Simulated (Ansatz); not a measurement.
# Ti (P6_3/mmc) in Ansatz: settings compared

Aim: see how the results for Ti move with the level of theory and the settings. Levels: BLYP+D3(BJ), PBEsol. Tasks: relaxation of cell and atoms.

Program: Ansatz 0.2.0. These are calculated values, not measurements. Logs are shortened: lines on timing, memory, paths and dates and some standing lists are left out, and cuts for length are marked.

### 1 Starting point

Symmetry: P6_3/mmc, No. 194, hexagonal system. The conventional cell has a = 2.950 Å, b = 2.950 Å, c = 4.680 Å, α = 90.00°, β = 90.00°, γ = 120.00°. Around Ti (site symmetry -6m2) lie 12 Ti at 2.89 to 2.95 Å.

### 2 Relaxation of cell and atoms, BLYP+D3(BJ)

Input file input.yaml:

```yaml
crystal:
  lattice:
    - [2.95, 0.0, 0.0]
    - [-1.475, 2.5547749412, 0.0]
    - [0.0, 0.0, 4.68]
  atoms:
    - { symbol: Ti, position: [0.6666666667, 0.3333333333, 0.75] }
    - { symbol: Ti, position: [0.3333333333, 0.6666666667, 0.25] }
kpoints:
  mp_grid: { grid: [10, 10, 6] }
scf:
  occupations: { method: fermi_dirac, width: 0.05 }
hamiltonian:
  xc: blyp
  dispersion: d3bj
  pseudopotentials: { kind: all_electron, lapw: { basis_error: 0.001 } }
output:
  forces: true
  stress: true
relax:
  f_tol: 0.005
  max_steps: 60
  cell: {}
```

Potentials or basis: all-electron LAPW, scalar-relativistic.

Run with:

```sh
$ ansatz run input.yaml --threads 1 --pin off --max-ram 3072MiB --backend cpu --events-out ev --progress --plain --runs-dir out
```

What it wrote:

```text
Warning: RAYON_NUM_THREADS=1 ignored (pool sized by the plan → 1); use --threads N
The last accepted step is kept in <dir> (removed where the run ends without a failure and the disk answers)
LAPW: plane waves up to 7.807 Å⁻¹, error target 1.0e-3 eV per atom; small_component_spin mean_spin; Ti in spheres of 1.404 Å, 12 of its electrons in bands, Dirac shells [] (how accurate: hamiltonian.pseudopotentials.lapw.basis_error, Limitations)
Engine: ansatz 0.2.0, aarch64-unknown-linux-gnu
Pseudopotentials: kind: all_electron
Pseudopotential: Ti, LAPW, valence charge 12, lapw/all_electron/scalar/gaussian/Ti, Koelling and Harmon's equation, gaussian nucleus
Functional definition: BLYP
  parameter beta = 0.0042
  parameter a = 0.04918
  parameter b = 0.132
  parameter c = 0.2533
  parameter d = 0.349
  exchange = b88_x(beta = beta)
  correlation = lyp_c(a = a, b = b, c = c, d = d)
Crystal: 2 atoms, lattice volume = 35.271 Å³
Basis set: ecut = 232.22136909976513 eV, 287 PW (Γ), exchange–correlation at level 2
Bands: 16, of which v1, the nominal top of the filled ones, is band 12 counted from 1 (11 counted from 0)
Symmetry: 24 space group operations
Space group: P63/mmc (ITA 194), of the structure as read, at distance tolerance 3.3e-5 Å
k-points: 56 of 600
Non-local potential: Ti, projectors of the file, none
Initial density: superposition of atomic densities (chi_scale 0.1, normalization cell)
Initial wavefunctions: plane waves of lowest kinetic energy (no species holds an atomic orbital)
Functional: x = b88, c = lyp
iter 1 solved again at ethr=5.65e-4 eV; its pass at ethr=1.00e-1 eV (dr2=1.36e-1 eV) is discarded
SCF iter   1: F=—  HF=-46482.111741 eV  |F-HF|=—  |Δ(HF+E_count)|=         —  Δρ=2.21e-2  dr2=1.37e-1  ethr=5.65e-4  ⟨swp⟩=2.7  Hψ=6376  notcnv=0
preconditioner: auto → none  [metal: Δε(μ)=0.065 eV  Ē_g=2.904 eV  σ=0.050 eV  W_gap=0.29  n_scr=8 (ndim 8)  ℏωp=17.7 eV  f_vac=0.000  D(μ)=2.22/eV (n_scr^D=22)  sad-step TF]
SCF iter   2: F=—  HF=-46481.945073 eV  |F-HF|=—  |Δ(HF+E_count)|=   1.67e-1  Δρ=9.15e-3  dr2=3.09e-2  ethr=5.65e-4  ⟨swp⟩=3.0  Hψ=3265  notcnv=0
SCF iter   3: F=—  HF=-46481.941509 eV  |F-HF|=—  |Δ(HF+E_count)|=   3.56e-3  Δρ=6.14e-3  dr2=1.23e-2  ethr=1.29e-4  ⟨swp⟩=2.7  Hψ=3077  notcnv=0
iter 4 solved again at ethr=1.71e-6 eV; its pass at ethr=5.11e-5 eV (dr2=4.10e-4 eV) is discarded
SCF iter   4: F=—  HF=-46481.946064 eV  |F-HF|=—  |Δ(HF+E_count)|=         —  Δρ=1.16e-3  dr2=4.11e-4  ethr=1.71e-6  ⟨swp⟩=2.0  Hψ=4798  notcnv=0
the basis was enlarged: its passes take 73.0 KiB over the memory plan, 1 of 1 planned eigensolver slots
SCF iter   5: F=—  HF=-46481.946384 eV  |F-HF|=—  |Δ(HF+E_count)|=   3.20e-4  Δρ=1.51e-4  dr2=6.66e-6  ethr=1.71e-6  ⟨swp⟩=3.0  Hψ=3084  notcnv=0
SCF iter   6: F=—  HF=-46481.946390 eV  |F-HF|=—  |Δ(HF+E_count)|=   5.78e-6  Δρ=1.71e-5  dr2=7.52e-8  ethr=2.78e-8  ⟨swp⟩=3.0  Hψ=3116  notcnv=0
SCF iter   7: F=-46481.946390 eV  HF=-46481.946390 eV  |F-HF|=2.71e-9  |Δ(HF+E_count)|=   1.65e-8  Δρ=2.19e-6  dr2=1.08e-9  ethr=3.13e-10  ⟨swp⟩=3.0  Hψ=3096  notcnv=0
SCF 1 converged in 7 iterations: F = -46481.946390 eV  dr2 = 1.08e-9
relax step   1: F+E_penalty+E_count = -46481.94639000 eV  Δ(F+E_penalty+E_count) = +0.000e0 eV  max|allowed force component| = 4.048e-17 eV/Å  Δτ_max = 0.0000 Å  P = -12.417 GPa  Ω = 35.271 Å³  (7 SCF iters, accepted)
Crystal: 2 atoms, lattice volume = 30.378 Å³
Basis set: ecut = 256.53219011745665 eV, 287 PW (Γ), exchange–correlation at level 2
Initial density: handed on by an earlier stage of this run
Initial wavefunctions: those handed on with the density
iter 1 solved again at ethr=3.02e-6 eV; its pass at ethr=1.00e-1 eV (dr2=7.24e-4 eV) is discarded
SCF iter   1: F=—  HF=-46482.108442 eV  |F-HF|=—  |Δ(HF+E_count)|=         —  Δρ=1.86e-3  dr2=7.06e-4  ethr=3.02e-6  ⟨swp⟩=3.6  Hψ=5840  notcnv=0
preconditioner: auto → none  [metal: Δε(μ)=0.022 eV  Ē_g=3.064 eV  σ=0.050 eV  W_gap=0.11  n_scr=8 (ndim 8)  ℏωp=19.1 eV  f_vac=0.000  D(μ)=1.85/eV (n_scr^D=22)]
SCF iter   2: F=—  HF=-46482.107092 eV  |F-HF|=—  |Δ(HF+E_count)|=   1.35e-3  Δρ=5.27e-4  dr2=7.67e-5  ethr=2.94e-6  ⟨swp⟩=3.0  Hψ=3067  notcnv=0
SCF iter   3: F=—  HF=-46482.107039 eV  |F-HF|=—  |Δ(HF+E_count)|=   5.30e-5  Δρ=3.17e-4  dr2=1.97e-5  ethr=3.20e-7  ⟨swp⟩=2.8  Hψ=2936  notcnv=0
iter 4 solved again at ethr=2.59e-9 eV; its pass at ethr=8.19e-8 eV (dr2=6.21e-7 eV) is discarded
SCF iter   4: F=—  HF=-46482.107061 eV  |F-HF|=—  |Δ(HF+E_count)|=   2.21e-5  Δρ=6.84e-5  dr2=6.20e-7  ethr=2.59e-9  ⟨swp⟩=2.0  Hψ=4924  notcnv=0
SCF iter   5: F=-46482.107063 eV  HF=-46482.107063 eV  |F-HF|=7.83e-8  |Δ(HF+E_count)|=   2.11e-6  Δρ=1.28e-5  dr2=1.82e-8  ethr=2.58e-9  ⟨swp⟩=3.0  Hψ=3100  notcnv=0
SCF 2 converged in 5 iterations: F = -46482.107063 eV  dr2 = 1.82e-8
relax step   2: F+E_penalty+E_count = -46482.10706284 eV  Δ(F+E_penalty+E_count) = -1.607e-1 eV  max|allowed force component| = 5.551e-17 eV/Å  Δτ_max = 0.0000 Å  P = +3.806 GPa  Ω = 30.378 Å³  (5 SCF iters, accepted)
Crystal: 2 atoms, lattice volume = 31.401 Å³
Basis set: ecut = 250.92946109878756 eV, 287 PW (Γ), exchange–correlation at level 2
iter 1 solved again at ethr=2.35e-7 eV; its pass at ethr=1.00e-1 eV (dr2=5.63e-5 eV) is discarded
SCF iter   1: F=—  HF=-46482.117128 eV  |F-HF|=—  |Δ(HF+E_count)|=         —  Δρ=4.96e-4  dr2=5.60e-5  ethr=2.35e-7  ⟨swp⟩=4.0  Hψ=6034  notcnv=0
preconditioner: auto → none  [metal: Δε(μ)=0.007 eV  Ē_g=3.008 eV  σ=0.050 eV  W_gap=0.03  n_scr=8 (ndim 8)  ℏωp=18.7 eV  f_vac=0.000  D(μ)=2.04/eV (n_scr^D=22)]
SCF iter   2: F=—  HF=-46482.117029 eV  |F-HF|=—  |Δ(HF+E_count)|=   9.96e-5  Δρ=1.26e-4  dr2=5.64e-6  ethr=2.33e-7  ⟨swp⟩=3.0  Hψ=3060  notcnv=0
SCF iter   3: F=—  HF=-46482.117023 eV  |F-HF|=—  |Δ(HF+E_count)|=   6.32e-6  Δρ=7.97e-5  dr2=1.62e-6  ethr=2.35e-8  ⟨swp⟩=2.9  Hψ=2956  notcnv=0
iter 4 solved again at ethr=1.63e-10 eV; its pass at ethr=6.77e-9 eV (dr2=3.92e-8 eV) is discarded
SCF iter   4: F=-46482.117023 eV  HF=-46482.117023 eV  |F-HF|=6.64e-8  |Δ(HF+E_count)|=   6.36e-7  Δρ=1.49e-5  dr2=3.92e-8  ethr=1.63e-10  ⟨swp⟩=2.0  Hψ=4858  notcnv=0
SCF 3 converged in 4 iterations: F = -46482.117023 eV  dr2 = 3.92e-8
relax step   3: F+E_penalty+E_count = -46482.11702331 eV  Δ(F+E_penalty+E_count) = -9.960e-3 eV  max|allowed force component| = 1.850e-17 eV/Å  Δτ_max = 0.0000 Å  P = -0.595 GPa  Ω = 31.401 Å³  (4 SCF iters, accepted)
Crystal: 2 atoms, lattice volume = 31.261 Å³
Basis set: ecut = 251.67808013839 eV, 287 PW (Γ), exchange–correlation at level 2
iter 1 solved again at ethr=4.40e-9 eV; its pass at ethr=1.00e-1 eV (dr2=1.06e-6 eV) is discarded
SCF iter   1: F=—  HF=-46482.117317 eV  |F-HF|=—  |Δ(HF+E_count)|=         —  Δρ=5.89e-5  dr2=8.29e-7  ethr=4.40e-9  ⟨swp⟩=5.0  Hψ=6242  notcnv=0
preconditioner: auto → none  [metal: Δε(μ)=0.011 eV  Ē_g=3.014 eV  σ=0.050 eV  W_gap=0.06  n_scr=8 (ndim 8)  ℏωp=18.8 eV  f_vac=0.000  D(μ)=2.01/eV (n_scr^D=22)]
iter 2 solved again at ethr=3.31e-10 eV; its pass at ethr=3.45e-9 eV (dr2=7.94e-8 eV) is discarded
SCF iter   2: F=—  HF=-46482.117315 eV  |F-HF|=—  |Δ(HF+E_count)|=   1.48e-6  Δρ=1.80e-5  dr2=7.94e-8  ethr=3.31e-10  ⟨swp⟩=2.0  Hψ=4883  notcnv=0
SCF iter   3: F=-46482.117315 eV  HF=-46482.117315 eV  |F-HF|=9.95e-9  |Δ(HF+E_count)|=   8.37e-8  Δρ=9.33e-6  dr2=1.82e-8  ethr=3.31e-10  ⟨swp⟩=2.9  Hψ=2947  notcnv=0
SCF 4 converged in 3 iterations: F = -46482.117315 eV  dr2 = 1.82e-8
relax step   4: F+E_penalty+E_count = -46482.11731539 eV  Δ(F+E_penalty+E_count) = -2.921e-4 eV  max|allowed force component| = 5.597e-16 eV/Å  Δτ_max = 0.0000 Å  P = -0.024 GPa  Ω = 31.261 Å³  (3 SCF iters, accepted)
Crystal: 2 atoms, lattice volume = 31.255 Å³
Basis set: ecut = 251.71300648998798 eV, 287 PW (Γ), exchange–correlation at level 2
iter 1 solved again at ethr=7.68e-10 eV; its pass at ethr=1.00e-1 eV (dr2=1.84e-7 eV) is discarded
SCF iter   1: F=—  HF=-46482.117320 eV  |F-HF|=—  |Δ(HF+E_count)|=         —  Δρ=2.79e-5  dr2=1.97e-7  ethr=7.68e-10  ⟨swp⟩=5.2  Hψ=6202  notcnv=0
preconditioner: auto → none  [metal: Δε(μ)=0.013 eV  Ē_g=3.015 eV  σ=0.050 eV  W_gap=0.06  n_scr=8 (ndim 8)  ℏωp=18.8 eV  f_vac=0.000  D(μ)=2.00/eV (n_scr^D=22)]
SCF iter   2: F=-46482.117320 eV  HF=-46482.117320 eV  |F-HF|=1.52e-8  |Δ(HF+E_count)|=   1.81e-7  Δρ=1.05e-5  dr2=2.15e-8  ethr=7.68e-10  ⟨swp⟩=2.0  Hψ=2838  notcnv=0
SCF 5 converged in 2 iterations: F = -46482.117320 eV  dr2 = 2.15e-8
relax step   5: F+E_penalty+E_count = -46482.11732000 eV  Δ(F+E_penalty+E_count) = -4.611e-6 eV  max|allowed force component| = 4.348e-16 eV/Å  Δτ_max = 0.0000 Å  P = +0.005 GPa  Ω = 31.255 Å³  (2 SCF iters, accepted)
iter 1 solved again at ethr=8.99e-11 eV; its pass at ethr=1.00e-1 eV (dr2=2.16e-8 eV) is discarded
SCF iter   1: F=—  HF=-46482.117319 eV  |F-HF|=—  |Δ(HF+E_count)|=         —  Δρ=1.05e-5  dr2=2.13e-8  ethr=8.99e-11  ⟨swp⟩=3.4  Hψ=4847  notcnv=0  reapply=6
SCF iter   2: F=-46482.117319 eV  HF=-46482.117319 eV  |F-HF|=9.26e-9  |Δ(HF+E_count)|=   1.39e-7  Δρ=4.66e-6  dr2=3.13e-9  ethr=8.89e-11  ⟨swp⟩=2.7  Hψ=2892  notcnv=0
SCF 6 converged in 2 iterations: F = -46482.117319 eV  dr2 = 3.13e-9
relax step   6: F+E_penalty+E_count = -46482.11731878 eV  Δ(F+E_penalty+E_count) = +1.222e-6 eV  max|allowed force component| = 4.441e-16 eV/Å  Δτ_max = 0.0000 Å  P = +0.005 GPa  Ω = 31.255 Å³  stress off target by 1.75e-2 GPa  SCF on the basis re-selected at this cell (its energy is not comparable with the rows above)  (2 SCF iters)
basis re-selected at this cell: Δ(F+E_penalty+E_count) = +1.222e-6 eV, ΔP = -0.000 GPa vs the last step (what re-selecting the basis moved, after the strain that the cell walked since its last selection, with what the two solves' SCF thresholds leave and, on support functions, any second-order correction that the steps lacked; it is no measure of the basis error at this ecutwfc). This SCF's stress stands 1.75e-2 GPa from its target on what of the cell is left free (relax.cell.stress_tol is 5.00e-2 GPa) and its largest allowed force component is 4.44e-16 eV/Å (relax.f_tol is 5.00e-3 eV/Å): within both
SCF converged after 2 iterations
Free energy (F): -46482.117319 eV
Harris-Foulkes:  -46482.117319 eV  (|F-HF|=9.26e-9)
Internal energy: -46482.100706 eV  (E = F + TS)
E sigma→0 (E₀):  -46482.109012 eV
Entropy (-TS):   -0.016613 eV (-8.307 meV/atom)
Fermi energy:    16.043928 eV
--- Per-component energies (eV) ---
  E_band       = -247.818489
  E_kinetic    = 46942.263468
  E_xc         = -2311.844823
  E_electrostatic = -91109.338612  (all electrons and nuclei)
  E_disp       = -3.180738  (pairwise vdW)
  E_smearing   = -0.016613  (= −TS)
  E_closure    = 0.000000  (closes the sum)
  E_atoms      = -46467.852597  (free atoms, spherical and without spin; not in F)
  Σ components = -46482.117319   (vs F -46482.117319, Δ=0.00e0)
  Basis errors (estimates in eV, not in F): energy 1.5e-4 per atom: plane waves 1.2e-4 (6.5e-5 summed), levels above the bands 5.8e-10, relativity 3.7e-8, radial functions 2.9e-5, core shells 2.0e-7; eigenvalues (radial functions only) 4.8e-7; not estimated: angular momenta, meshes, grids; target (lapw.basis_error) 1.0e-3; muffin-tin radii Ti 1.348 Å
--- Forces (eV/Å), atoms counted from 1 ---
  atom   1  Ti     0.00000000    -0.00000000    -0.00000000
  atom   2  Ti     0.00000000     0.00000000     0.00000000
  max |Σ_I F_I| component: 3.70e-17 eV/Å
--- Stress (GPa, compression-positive) ---
        0.016134       0.000000       0.000000
        0.000000       0.016134      -0.000000
        0.000000      -0.000000      -0.017539
  P = ⅓ Tr σ = 0.0049 GPa (0.049 kbar)
--- Relaxed structure (5 steps of the walk, 5 accepted, 1 SCFs on fresh bases) ---
  F+E_penalty+E_count = -46482.11731878 eV   max|allowed force component| = 4.441e-16 eV/Å   (the final SCF, on the basis selected at the relaxed cell)
  cell:  # Å, volume = 31.2547 Å³
    - [2.835457179987826, 2.3099064912911445e-34, 1.0105840899398759e-34]
    - [-1.417728589993913, 2.4555779492124428, -3.765971327377256e-18]
    - [1.6032317087747062e-34, -6.898746941666381e-18, 4.488885059198128]
  atoms:
    - { symbol: Ti, position: [0.6666666666666666, 0.3333333333333333, 0.75] }
    - { symbol: Ti, position: [0.3333333333333333, 0.6666666666666666, 0.25] }
```

Wall time 22 s (1 thread of Arm Neoverse V2, shared host); peak memory 0.3 GiB.

Results:

```yaml
Free_energy: -46482.1173 eV
Relaxed_volume: 15.63 Å³/atom
Relaxed_cell: a = 2.835 Å, b = 2.835 Å, c = 4.489 Å, α = 90.00°, β = 90.00°, γ = 120.00°
Space_group_after_relaxing_to_0.05_Å: P6_3/mmc (No. 194)
Energy_gained_by_relaxing: 85.5 meV/atom
Ionic_steps: 6
Pressure_after_relaxing: 0.0 GPa
```

Step by step:
| step | energy change (eV) | largest force (eV/Å) | volume (Å³) |
| --- | --- | --- | --- |
| 1 | 0.0000 | 0.0000 | 35.27 |
| 2 | -0.1607 | 0.0000 | 30.38 |
| 3 | -0.1706 | 0.0000 | 31.40 |
| 4 | -0.1709 | 0.0000 | 31.26 |
| 5 | -0.1709 | 0.0000 | 31.25 |
| 6 | -0.1709 | 0.0000 | 31.25 |

Final structure:
```yaml
crystal:
  lattice:
    - [2.83546, 0.00000, 0.00000]
    - [-1.41773, 2.45558, 0.00000]
    - [0.00000, 0.00000, 4.48889]
  atoms:
    - { symbol: Ti, position: [0.66667, 0.33333, 0.75000] }
    - { symbol: Ti, position: [0.33333, 0.66667, 0.25000] }
```

Caveat: the volume moved by -11 % from the deposited cell, more than functionals usually miss.

[end of part 1 of 2]
